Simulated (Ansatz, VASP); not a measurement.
# GaN in two plane-wave programs

Wanted: the spread between two codes on one cell, functional and k mesh. The cell is taken from a series of VASP runs on this material, whose earlier steps may have relaxed, scaled or displaced it; both programs get it as it stands.

Method: plane waves, with VASP 6.6.1 beside it; relaxation of cell and atoms at LDA and relaxation of cell and atoms at PBEsol with D4, in Ansatz 0.2.0.

## 1. The structure

Symmetry: P6_3mc, No. 186, hexagonal system. Conventional cell: a = 3.158 Å, b = 3.158 Å, c = 5.147 Å, α = 90.00°, β = 90.00°, γ = 120.00°. Nearest to Ga lie 4 N at 1.93 to 1.94 Å. N has 4 Ga at 1.93 to 1.94 Å nearest. Farther neighbours and most contacts between anions are not listed.

As a file:

```xyz
4
Lattice="3.1582 0.0000 0.0000 -1.5791 2.7351 0.0000 0.0000 0.0000 5.1471" Properties=species:S:1:pos:R:3 pbc="T T T"
Ga    0.0000    1.8234    0.4723
Ga    1.5791    0.9117    3.0458
N     0.0000    1.8234    2.4101
N     1.5791    0.9117    4.9836
```

## 2. VASP: relaxation of cell and atoms, LDA

The relaxed volume is the usual yardstick between codes: its relative difference is about their pressure difference at one cell divided by the bulk modulus.

Lines of VASP's logs that name or quote its potential files are left out, and so is its time.

The input, INCAR:

```
SYSTEM = GaN
PREC = Accurate
ENCUT = 520
EDIFF = 1E-06
NELM = 100
ISMEAR = 0
SIGMA = 0.03
LREAL = .FALSE.
ALGO = Normal
GGA = CA
NBANDS = 24
LORBIT = 11
LWAVE = .FALSE.
LCHARG = .FALSE.
KPAR = 8
IBRION = 2
NSW = 50
ISIF = 3
EDIFFG = -0.006
```

The input, POSCAR:

```
GaN
1.0
    3.1581917643      0.0000000000      0.0000000000
   -1.5790958822      2.7350742979      0.0000000000
    0.0000000000      0.0000000000      5.1470669439
Ga N
2 2
Direct
    0.3333333333      0.6666666667      0.0917565515
    0.6666666667      0.3333333333      0.5917565515
    0.3333333333      0.6666666667      0.4682434485
    0.6666666667      0.3333333333      0.9682434485
```

The input, KPOINTS:

```
Automatic mesh
0
Gamma
8 8 4
0 0 0
```

Potentials, in the order of the species: Ga_d and N (LDA family, release 64).

Command:

```bash
mpirun -np 8 vasp_std
```

Numbers of over 12 decimals in the logs are rounded to 6 here.

The log of the run:

```text
[banner, memory and clock lines left out]
running    8 mpi-ranks, on    1 nodes
 distrk:  each k-point on    1 cores,    8 groups
 distr:  one band on    1 cores,    1 groups

 POSCAR found type information on POSCAR GaN
 POSCAR found :  2 types and       4 ions
|                                                                             |
|           W    W    AA    RRRRR   N    N  II  N    N   GGGG   !!!           |
|           W    W   A  A   R    R  NN   N  II  NN   N  G    G  !!!           |
|           W    W  A    A  R    R  N N  N  II  N N  N  G       !!!           |
|           W WW W  AAAAAA  RRRRR   N  N N  II  N  N N  G  GGG   !            |
|           WW  WW  A    A  R   R   N   NN  II  N   NN  G    G                |
|           W    W  A    A  R    R  N    N  II  N    N   GGGG   !!!           |
|                                                                             |
|     For optimal performance we recommend to set                             |
|       NCORE = 2 up to number-of-cores-per-socket                            |
|     NCORE specifies how many cores store one orbital (NPAR=cpu/NCORE).      |
|     This setting can greatly improve the performance of VASP for DFT.       |
|     The default, NCORE=1 might be grossly inefficient on modern             |
|     multi-core architectures or massively parallel machines. Do your        |
|     Unfortunately you need to use the default for GW and RPA                |
|     calculations (for HF NCORE is supported but not extensively tested      |
|     yet).                                                                   |
|                                                                             |

 LDA part: xc-table for (Slater(with rela. corr.)+CA(PZ))
 , standard interpolation
 POSCAR, INCAR and KPOINTS ok, starting setup
 FFT: planning ... GRIDC
 FFT: planning ... GRID_SOFT
 FFT: planning ... GRID
 WAVECAR not read
 entering main loop
       N       E                     dE             d eps       ncg     rms          rms(c)
DAV:   1     0.272086992561E+03    0.27209E+03   -0.18299E+04  1568   0.282E+03
DAV:   2     0.731340935403E+00   -0.27136E+03   -0.26023E+03  1584   0.520E+02
DAV:   3    -0.311572066516E+02   -0.31889E+02   -0.31607E+02  1744   0.143E+02
DAV:   4    -0.320398378219E+02   -0.88263E+00   -0.88105E+00  1728   0.266E+01
DAV:   5    -0.320577270877E+02   -0.17889E-01   -0.17887E-01  1704   0.345E+00    0.107E+01
DAV:   6    -0.279347450546E+02    0.41230E+01   -0.12760E+01  2480   0.548E+01    0.314E+00
DAV:   7    -0.279709100055E+02   -0.36165E-01   -0.13702E+00  1560   0.898E+00    0.259E+00
DAV:   8    -0.279327310359E+02    0.38179E-01   -0.27920E-01  2448   0.616E+00    0.112E+00
DAV:   9    -0.279097833943E+02    0.22948E-01   -0.83897E-02  2408   0.463E+00    0.329E-01
DAV:  10    -0.279105572336E+02   -0.77384E-03   -0.55815E-03  1576   0.590E-01    0.128E-01
DAV:  11    -0.279103145208E+02    0.24271E-03   -0.13387E-03  2256   0.672E-01    0.450E-02
DAV:  12    -0.279103304057E+02   -0.15885E-04   -0.14697E-04  1520   0.793E-02    0.589E-02
DAV:  13    -0.279103306132E+02   -0.20744E-06   -0.21163E-06  1616   0.193E-02
   1 F= -.27910331E+02 E0= -.27910331E+02  d E =-.279103E+02
[...]
2 F= -.27910284E+02 E0= -.27910284E+02  d E =0.470004E-04
[...]
3 F= -.27910311E+02 E0= -.27910311E+02  d E =0.191951E-04
[...]
4 F= -.27910312E+02 E0= -.27910312E+02  d E =0.184461E-04
 curvature:  -0.04 expect dE=-0.799E-06 dE for cont linesearch -0.343E-06
 ZBRENT: bisectioning
 opt :   0.0372  next Energy=   -27.910313 (dE= 0.179E-04)
 bond charge predicted
       N       E                     dE             d eps       ncg     rms          rms(c)
DAV:   1    -0.279103128015E+02   -0.25940E-06   -0.35800E-06  1256   0.370E-02    0.357E-03
DAV:   2    -0.279103125616E+02    0.23983E-06   -0.61298E-07   744   0.197E-02
   5 F= -.27910313E+02 E0= -.27910313E+02  d E =0.180515E-04
 curvature:  -0.06 expect dE=-0.748E-06 dE for cont linesearch -0.211E-06
 trial: gam= 0.00000 g(F)=  0.108E-05 g(S)=  0.120E-04 ort =-0.918E-05 (trialstep = 0.807E+00)
 search vector abs. value=  0.130E-04
 reached required accuracy - stopping structural energy minimisation
```

OUTCAR, selected parts (step 2):

```text
ion  position               nearest neighbor table
   1  0.333  0.667  0.092-   4 1.93   4 1.93   4 1.93   3 1.94
   2  0.667  0.333  0.592-   3 1.93   3 1.93   3 1.93   4 1.94
   3  0.333  0.667  0.468-   2 1.93   2 1.93   2 1.93   1 1.94
   4  0.667  0.333  0.968-   1 1.93   1 1.93   1 1.93   2 1.94

  LATTYP: Found a hexagonal cell.
 ALAT       =     3.1581917643
 C/A-ratio  =     1.6297512400

 Subroutine GETGRP returns: Found 12 space group operations
 (whereof  6 operations were pure point group operations)

The static configuration has the point symmetry C_3v.
 The point group associated with its full space group is C_6v.

 Found     30 irreducible k-points:

   k-points           NKPTS =     30   k-points in BZ     NKDIM =     30   number of bands    NBANDS=     24

   dimension x,y,z NGX =    24 NGY =   24 NGZ =   40
   dimension x,y,z NGXF=    48 NGYF=   48 NGZF=   80

   ENCUT  =  520.0 eV  38.22 Ry    6.18 a.u.   5.87  5.87  9.57*2*pi/ulx,y,z

   NELECT =      36.0000    total number of electrons

 k-points in reciprocal lattice and weights: Automatic mesh
   0.00000000  0.00000000  0.00000000       0.004
   0.12500000  0.00000000  0.00000000       0.023
   0.25000000  0.00000000  0.00000000       0.023
   0.37500000  0.00000000  0.00000000       0.023
   0.50000000  0.00000000  0.00000000       0.012
   0.12500000  0.12500000  0.00000000       0.023
   0.25000000  0.12500000  0.00000000       0.047
   0.37500000  0.12500000  0.00000000       0.047
   0.25000000  0.25000000  0.00000000       0.023
[...]
0.25000000  0.25000000  0.50000000       0.023
   0.37500000  0.25000000  0.50000000       0.023

 average (electrostatic) potential at core
       1 -64.4193       2 -64.4193       3 -61.6794       4 -61.6794

 E-fermi :   5.5727

 k-point     1 :       0.0000    0.0000    0.0000
  band No.  band energies     occupation
    ...
     14       4.2972      2.00000
     15       4.2972      2.00000
     16       5.3243      2.00000
     17       5.3748      2.00000
     18       5.3748      2.00000
     19       7.4825      0.00000
     20       9.7165      0.00000
     21      14.5620      0.00000
     22      15.2410      0.00000
     23      15.2410      0.00000
    ...

 k-point     2 :       0.1250    0.0000    0.0000
  band No.  band energies     occupation
    ...
     14       3.2106      2.00000
     15       3.9730      2.00000
     16       4.2379      2.00000
     17       5.1609      2.00000
     18       5.2293      2.00000
     19       8.4829      0.00000
     20      10.5777      0.00000
     21      13.9670      0.00000
     22      14.4841      0.00000
     23      15.6309      0.00000
    ...

 k-point     3 :       0.2500    0.0000    0.0000
  band No.  band energies     occupation
    ...
     14       1.2354      2.00000
     15       2.4871      2.00000
     16       3.3036      2.00000
     17       4.6224      2.00000
     18       4.8548      2.00000
     19       9.7661      0.00000
     20      11.3421      0.00000
     21      12.6982      0.00000
     22      13.8931      0.00000
     23      15.5510      0.00000
    ...

  Total       -0.0220131     -0.0220131     -0.0047496      0.0000000      0.0000000      0.0000000
  in kB       -0.7932509     -0.7932509     -0.1711547      0.0000000      0.0000000      0.0000000
  external PRESSURE =      -0.5858855 kB  Pullay stress =       0.0000000 kB

  energy-cutoff  :      520.00
  volume of cell :       44.46
      direct lattice vectors                 reciprocal lattice vectors
     3.158212427 -0.000000000  0.000000000     0.316634813  0.182809194  0.000000000
    -1.579106214  2.735092193  0.000000000     0.000000000  0.365618389  0.000000000
     0.000000000  0.000000000  5.147154188    -0.000000000 -0.000000000  0.194282115

 POSITION                                       TOTAL-FORCE (eV/Angst)
 -----------------------------------------------------------------------------------
     -0.00000      1.82339      0.47229        -0.000000     -0.000000      0.002367
      1.57911      0.91170      3.04587         0.000000      0.000000      0.002367
     -0.00000      1.82339      2.41012        -0.000000      0.000000     -0.002367
      1.57911      0.91170      4.98370         0.000000      0.000000     -0.002367
 -----------------------------------------------------------------------------------
    total drift:                               -0.000000     -0.000000     -0.000826

  FREE ENERGIE OF THE ION-ELECTRON SYSTEM (eV)
  ---------------------------------------------------
  free  energy   TOTEN  =       -27.9103125616 eV

  energy  without entropy=      -27.9103125616  energy(sigma->0) =      -27.91031256

 reached required accuracy - stopping structural energy minimisation

 total charge
# of ion       s       p       d       tot
------------------------------------------
    1        0.801   0.942  10.195  11.938
    2        0.801   0.942  10.195  11.938
    3        1.209   2.511   0.000   3.719
    4        1.209   2.511   0.000   3.719
--------------------------------------------------
tot          4.020   6.905  20.390  31.314

[... 3 further parts left out ...]
```

CONTCAR:

```
GaN
   1.00000000000000
     3.1582124273839280   -0.0000000000000004    0.0000000000000000
    -1.5791062137419647    2.7350921926556020    0.0000000000000000
     0.0000000000000000    0.0000000000000000    5.1471541878924123
  Ga              N
     2     2
Direct
     0.3333333332999970    0.6666666667000030    0.0917571178723240
     0.6666666667000030    0.3333333332999970    0.5917571178723240
     0.3333333332999970    0.6666666667000030    0.4682428821276711
     0.6666666667000030    0.3333333332999970    0.9682428821276712
```

The run keeps the 12 symmetry operations of its start, so it cannot find a distortion of lower symmetry.

## 3. Ansatz: relaxation of cell and atoms, LDA

Ansatz runs on its default PAW (the set named soft_2) files.

The same cell, functional (in two slightly different forms), mesh and smearing now go to Ansatz, which takes its cutoff from its data sets.

The input, input.yaml:

```yaml
crystal:
  lattice:
    - [3.1581917643, 0.0, 0.0]
    - [-1.5790958822, 2.7350742979, 0.0]
    - [0.0, 0.0, 5.1470669439]
  atoms:
    - { symbol: Ga, position: [0.3333333333, 0.6666666667, 0.0917565515] }
    - { symbol: Ga, position: [0.6666666667, 0.3333333333, 0.5917565515] }
    - { symbol: "N", position: [0.3333333333, 0.6666666667, 0.4682434485] }
    - { symbol: "N", position: [0.6666666667, 0.3333333333, 0.9682434485] }
hamiltonian:
  xc: lda
  pseudopotentials: { kind: paw }
kpoints:
  mp_grid: { grid: [8, 8, 4] }
scf:
  occupations: { method: gaussian, width: 0.03 }
relax:
  f_tol: 0.01
  max_steps: 60
  cell: { stress_tol: 0.05 }
output:
  forces: true
  stress: true
  write_density: true
  write_potential: true
  elf: true
  volumetric_format: npy
```

Command:

```bash
ansatz run input.yaml --threads 4 --pin off --max-ram 9216MiB --backend cpu --events-out ev --progress --plain --runs-dir out
```

The log of the run:

```text
Engine: ansatz 0.2.0, aarch64-unknown-linux-gnu
Pseudopotentials: kind: paw
Pseudopotential: Ga, paw, valence charge 13, recommended cutoff 420 eV (normal), Ga.paw.azcp
Pseudopotential: N, paw, valence charge 5, recommended cutoff 420 eV (normal), N.paw.azcp
Functional definition: SPW92
  exchange = slater_x
  correlation = pw_c
Crystal: 4 atoms, lattice volume = 44.460 Å³
Basis set: ecut = 420 eV, 869 PW (Γ)
Bands: 22, of which v1, the nominal top of the filled ones, is band 18 counted from 1 (17 counted from 0)
Symmetry: 12 space group operations
Space group: P63mc (ITA 186), of the structure as read, at distance tolerance 3.5e-5 Å
k-points: 30 of 256 (time reversal used)
Non-local potential: Ga, projectors of the file, l = 0: 2, l = 1: 2, l = 2: 3, l = 3: 1
Non-local potential: N, projectors of the file, l = 0: 2, l = 1: 2, l = 2: 1
PAW form: soft (Blöchl's): semilocal exchange-correlation on the pseudo side does not see the compensation charge
PAW frozen core: Ga, regenerated for the run's functional, and the local potential with it (the file was generated under x = pbe(κ = 0.804, μ = 0.219515), c = pbe(β = 0.066725))
PAW frozen core: N, regenerated for the run's functional, and the local potential with it (the file was generated under x = pbe(κ = 0.804, μ = 0.219515), c = pbe(β = 0.066725))
PAW one-centre angular grid: Ga, 590 points (default); XC on 64 Gauss nodes
PAW one-centre angular grid: N, 110 points (default); XC on 64 Gauss nodes
Initial density: superposition of atomic densities (neutral atoms: chi_scale 0, normalization atom), corrected by the library's trained network
Initial wavefunctions: pseudopotential atomic-orbital guess
Functional: x = slater, c = lda
SCF iter   1: F=—  HF=-8164.210674 eV  |F-HF|=—  |Δ(HF+E_count)|=         —  Δρ=1.35e-2  dr2=7.65e-2  ethr=1.77e-3  ⟨swp⟩=5.5  Hψ=2709  notcnv=0
preconditioner: auto → Resta (q_TF=auto, 2.634 Å⁻¹)  ε∞=5.0  [insulator: Δε(μ)=1.988 eV  Ē_g=16.673 eV  σ=0.030 eV  W_gap=1.00  n_scr=22 (ndim 8)  ℏωp=33.4 eV  f_vac=0.007  D(μ)=0.00/eV (n_scr^D=0)  ε∞_Penn≈5.0]
SCF iter   2: F=—  HF=-8164.188956 eV  |F-HF|=—  |Δ(HF+E_count)|=   2.17e-2  Δρ=3.61e-3  dr2=3.39e-3  ethr=2.12e-4  ⟨swp⟩=2.4  Hψ=1271  notcnv=0
SCF iter   3: F=—  HF=-8164.188021 eV  |F-HF|=—  |Δ(HF+E_count)|=   9.35e-4  Δρ=1.61e-3  dr2=5.46e-4  ethr=9.42e-6  ⟨swp⟩=1.3  Hψ=679  notcnv=0
SCF iter   4: F=—  HF=-8164.187837 eV  |F-HF|=—  |Δ(HF+E_count)|=   1.83e-4  Δρ=1.44e-4  dr2=4.81e-6  ethr=1.52e-6  ⟨swp⟩=2.3  Hψ=1160  notcnv=0
SCF iter   5: F=—  HF=-8164.187833 eV  |F-HF|=—  |Δ(HF+E_count)|=   4.17e-6  Δρ=6.55e-5  dr2=1.41e-6  ethr=1.34e-8  ⟨swp⟩=2.0  Hψ=1196  notcnv=0
SCF iter   6: F=—  HF=-8164.187832 eV  |F-HF|=—  |Δ(HF+E_count)|=   9.91e-7  Δρ=1.54e-5  dr2=1.09e-7  ethr=3.93e-9  ⟨swp⟩=2.0  Hψ=1188  notcnv=0
SCF iter   7: F=-8164.187832 eV  HF=-8164.187832 eV  |F-HF|=8.74e-10  |Δ(HF+E_count)|=   5.95e-9  Δρ=3.16e-6  dr2=5.57e-9  ethr=2.78e-10  ⟨swp⟩=6.9  Hψ=3793  notcnv=0
SCF 1 converged in 7 iterations: F = -8164.187832 eV  dr2 = 5.57e-9
  greatest PAW one-centre occupation: 0.996 electrons in one spin orbital (limit 2), on the Ga atom at site 1 (counted from 0), in its partial waves of l = 2
relax step   1: F+E_penalty+E_count = -8164.18783221 eV  Δ(F+E_penalty+E_count) = +0.000e0 eV  max|allowed force component| = 2.508e-4 eV/Å  Δτ_max = 0.0000 Å  P = -1.158 GPa  Ω = 44.460 Å³  (7 SCF iters, dr2 threshold 1.00e-7 eV, accepted)
[...]
relax step   2: F+E_penalty+E_count = -8164.18922655 eV  Δ(F+E_penalty+E_count) = -1.394e-3 eV  max|allowed force component| = 4.126e-4 eV/Å  Δτ_max = 0.0001 Å  P = -0.460 GPa  Ω = 44.309 Å³  energy of the carried Pulay correction = +6.272e-4 eV  (4 SCF iters, dr2 threshold 4.00e-7 eV, accepted)
[...]
relax step   3: F+E_penalty+E_count = -8164.18978215 eV  Δ(F+E_penalty+E_count) = -5.556e-4 eV  max|allowed force component| = 2.032e-4 eV/Å  Δτ_max = 0.0001 Å  P = +0.004 GPa  Ω = 44.209 Å³  energy of the carried Pulay correction = +1.040e-3 eV  (4 SCF iters, dr2 threshold 4.00e-7 eV, accepted)
[...]
relax step   4: F+E_penalty+E_count = -8164.18887781 eV  Δ(F+E_penalty+E_count) = +9.043e-4 eV  max|allowed force component| = 1.033e-4 eV/Å  Δτ_max = 0.0000 Å  P = -0.028 GPa  Ω = 44.209 Å³  stress off target by 2.87e-2 GPa  SCF on the basis re-selected at this cell (its energy is not comparable with the rows above)  (6 SCF iters)
basis re-selected at this cell: Δ(F+E_penalty+E_count) = +9.043e-4 eV, ΔP = -0.031 GPa vs the last step (what re-selecting the basis moved, of the pressure what is left beyond the Pulay correction that the steps carried, after the strain that the cell walked since its last selection, with what the two solves' SCF thresholds leave and, on support functions, any second-order correction that the steps lacked; it is no m [...]
SCF converged after 6 iterations
Free energy (F): -8164.188878 eV
Harris-Foulkes:  -8164.188878 eV  (|F-HF|=1.82e-12)
Internal energy: -8164.188878 eV  (E = F + TS)
E sigma→0 (E₀):  -8164.188878 eV
Fermi energy:    10.902489 eV
--- Per-component energies (eV) ---
  E_band       = -8.972840
  E_kinetic    = 496.110210
  E_local      = -3859.211756  (includes V_loc(G=0)·N_el)
  E_nonlocal   = 955.470105
  E_hartree    = 1774.986209
  E_xc         = -256.471134
  E_vxc        = -269.435402  (∫ρ·V_xc dr)
  E_paw        = -4070.218800  (= ΣΔE_a)
  E_vpaw       = -881.878349  (= ΣTr[D̂ρ^β])
  E_aug_tail   = 0.000033  (compensation charges beyond the density's cutoff)
  E_ewald      = -3208.470793
  E_core_change = 3.617048  (= ΣΔE_core)
  E_smearing   = -0.000000  (= −TS)
  E_closure    = -0.000000  (closes the sum)
  Σ components = -8164.188878   (vs F -8164.188878, Δ=0.00e0)
--- Forces (eV/Å), atoms counted from 1 ---
  atom   1  Ga    -0.00000000     0.00000000     0.00010271
  atom   2  Ga     0.00000000    -0.00000000     0.00010271
  atom   3  N     -0.00000000     0.00000000    -0.00010391
  atom   4  N      0.00000000    -0.00000000    -0.00010391
  max |Σ_I F_I| component: 2.41e-6 eV/Å
--- Stress (GPa, compression-positive) ---
       -0.028720       0.000000       0.000000
        0.000000      -0.028720      -0.000000
        0.000000      -0.000000      -0.026115
  P = ⅓ Tr σ = -0.0279 GPa (-0.279 kbar)
--- Band table (eV; the first three rows and the last of 30) ---
  k-point 0: bands = [... 14 lower, 8.7536, 9.7856, 9.8383, 9.8383, 11.9664, 14.2094, 19.0513, 19.7432]
  k-point 1: bands = [... 14 lower, 8.9058, 8.9058, 9.6724, 9.6724, 13.1207, 14.3209, 18.6571, 19.3653]
  k-point 2: bands = [... 14 lower, 9.2819, 9.2819, 9.2819, 9.2819, 14.2324, 14.2324, 18.3067, 18.3067]
  k-point 29: bands = [... 14 lower, 5.7268, 5.7268, 8.2393, 8.2393, 15.9061, 15.9061, 17.5464, 17.5464]
--- Relaxed structure (3 steps of the walk, 3 accepted, 1 SCFs on fresh bases) ---
  F+E_penalty+E_count = -8164.18887781 eV   max|allowed force component| = 1.033e-4 eV/Å   (the final SCF, on the basis selected at the relaxed cell)
  cell:  # Å, volume = 44.2094 Å³
    - [3.151929, 2.8810371888623795e-11, -4.546235746338924e-19]
    - [-1.575965, 2.729651, 2.4075633245273856e-19]
    - [-7.409233344758467e-19, 0, 5.138436]
  atoms:
    - { symbol: Ga, position: [0.333333, 0.666667, 0.091792] }
    - { symbol: Ga, position: [0.666667, 0.333333, 0.591792] }
    - { symbol: N, position: [0.333333, 0.666667, 0.468208] }
    - { symbol: N, position: [0.666667, 0.333333, 0.968208] }
```

Elapsed: 5.7 s, on 4 threads of Arm Neoverse N1, shared host; peak memory 0.35 GiB.

## 4. Side by side

Known differences besides the potentials themselves: the two LDA forms differ slightly; both relaxations stop at a tolerance, which leaves soft axes loose, and VASP keeps its plane-wave basis; the cutoff is 420 eV in Ansatz and 520 eV in VASP; VASP's log shows a relativistic correction to its local exchange, Ansatz's none; Ansatz adds a Pulay correction to the stress that steers its cell, VASP none. Total energies have different zeros and are not compared.

The two programs side by side:

```csv
quantity,Ansatz,VASP,difference
volume (Å³),44.21,44.46,-0.57 %
"edge a after relaxation, in the typed setting (Å)",3.152,3.158,-0.20 %
"edge c after relaxation, in the typed setting (Å)",5.138,5.147,-0.17 %
```

The walks stopped with -0.03 GPa left in Ansatz and -0.06 GPa in VASP; each walk ends within a tolerance, so the volume difference is uncertain by about these residues over the bulk modulus, most in soft cells.

(Part 1 of 2 ends here.)

[Lines on the potential files, build, host, timing and source positions are cut from VASP's logs without a mark.]

[Logs are printed without paths, hosts, clocks, repeated set-up lines and the standing remarks that a program may print on its own settings, such as how far it seeks lower states.]

[Hosts, paths, dates, database ids (printed as entryN), source tags and the programs' standing remarks are cut or masked in the printed files.]
